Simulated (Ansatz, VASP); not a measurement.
**Two plane-wave programs on AlN**

INCAR

```
ALGO = Normal ; EDIFF = 1E-7
ENCUT = 400 ; ISIF = 2
ISMEAR = -1 ; LASPH = T
LCHARG = T ; LELF = T
LREAL = F ; LWAVE = F
NELM = 80 ; PREC = Accurate
SIGMA = 0.05
```

Contents of AlN.cif:

```cif
data_AlN
_cell_length_a 3.11300000
_cell_length_b 3.11300000
_cell_length_c 4.98100000
_cell_angle_alpha 90.00000000
_cell_angle_beta 90.00000000
_cell_angle_gamma 120.00000000
_space_group_name_H-M_alt 'P6_3mc'
_space_group_name_Hall 'P 6c -2c'
_space_group_IT_number 186
loop_
_space_group_symop_operation_xyz
'x,y,z'
'x-y,x,z+1/2'
'-y,x-y,z'
'-x,-y,z+1/2'
'-x+y,-x,z'
'y,-x+y,z+1/2'
'y,x,z+1/2'
'x,x-y,z'
'x-y,-y,z+1/2'
'-y,-x,z'
'-x,-x+y,z+1/2'
'-x+y,y,z'
loop_
_atom_site_label
_atom_site_type_symbol
_atom_site_symmetry_multiplicity
_atom_site_Wyckoff_symbol
_atom_site_fract_x
_atom_site_fract_y
_atom_site_fract_z
_atom_site_occupancy
Al1 Al 2 b 0.6666666667 0.3333333333 0.5000000000 1
N1 N 2 b 0.6666666667 0.3333333333 0.8800000000 1
```

File KPOINTS:

```
k-points
0
Gamma
  10 10 6
```

POSCAR

```
Al N 
 1.0000000000000000
     3.1130000000000000    0.0000000000000000    0.0000000000000000
    -1.5564999999999993    2.6959370819809578    0.0000000000000000
     0.0000000000000000    0.0000000000000000    4.9809999999999999
 Al  N  
   2   2
Cartesian
  1.5565000001556497  0.8986456939037880  2.4904999999999999
  0.0000000001556503  1.7972913880771695  0.0000000000000000
  1.5565000001556497  0.8986456939037880  4.3832800000000001
  0.0000000001556503  1.7972913880771695  1.8927799999999995
```

input.yaml

```yaml
crystal:
  lattice:
    - [3.113, 0.0, 0.0]
    - [-1.5565, 2.695937082, 0.0]
    - [0.0, 0.0, 4.981]
  atoms:
    - { symbol: Al, position: [0.6666666667, 0.3333333333, 0.5] }
    - { symbol: Al, position: [0.3333333333, 0.6666666667, 0.0] }
    - { symbol: "N", position: [0.6666666667, 0.3333333333, 0.88] }
    - { symbol: "N", position: [0.3333333333, 0.6666666667, 0.38] }
hamiltonian:
  xc: lda
  pseudopotentials: { kind: paw }
kpoints:
  mp_grid: { grid: [10, 10, 6] }
scf:
  occupations: { method: fermi_dirac, width: 0.05 }
output:
  forces: true
  stress: true
  eigenvalues: true
  write_density: true
  write_potential: true
  elf: true
  volumetric_format: npy
```

Alike in both runs: task electron localisation function; functional LDA; k mesh 10 × 10 × 6; occupations fermi-dirac, width 0.05 eV; no spin polarisation.

|  | VASP | Ansatz |
| --- | --- | --- |
| version | VASP 6.6.1 | Ansatz 0.2.0 |
| potentials or method | VASP PAW LDA potentials, release 64 (Al, N_s) | Ansatz PAW |
| plane-wave cutoff (eV) | 400 | 420 |
| valence electrons in the cell | 16 | 16 |

Ansatz gave:

| Quantity | Value |
| --- | --- |
| gap on the k mesh at the Fermi level (eV) | 4.24 |
| least direct gap on the mesh (eV) | 4.24 |
| pressure (GPa) | -4.6 |
| largest component of the traceless stress (GPa) | 1.11 |
| rms of the force components (eV/Å) | 0.067 |

Problem. What did VASP give for the same quantities?

Solution. gap on the k mesh at the Fermi level (eV): 4.25; least direct gap on the mesh (eV): 4.25; pressure (GPa): -4.2; largest component of the traceless stress (GPa): 1.14; rms of the force components (eV/Å): 0.069.

Atom by atom the forces differ by 0.002 eV/Å (rms over components).

Caveats: the pressure holds a Pulay correction of +0.7 GPa for the finite cutoff (Ansatz); the PAW data sets come from PBE, with cores solved anew for the run's functional, which leaves a small shift of forces and pressure (Ansatz). A k mesh can miss the band edges. A hybrid or GW would open this gap; LDA tends to underestimate it.
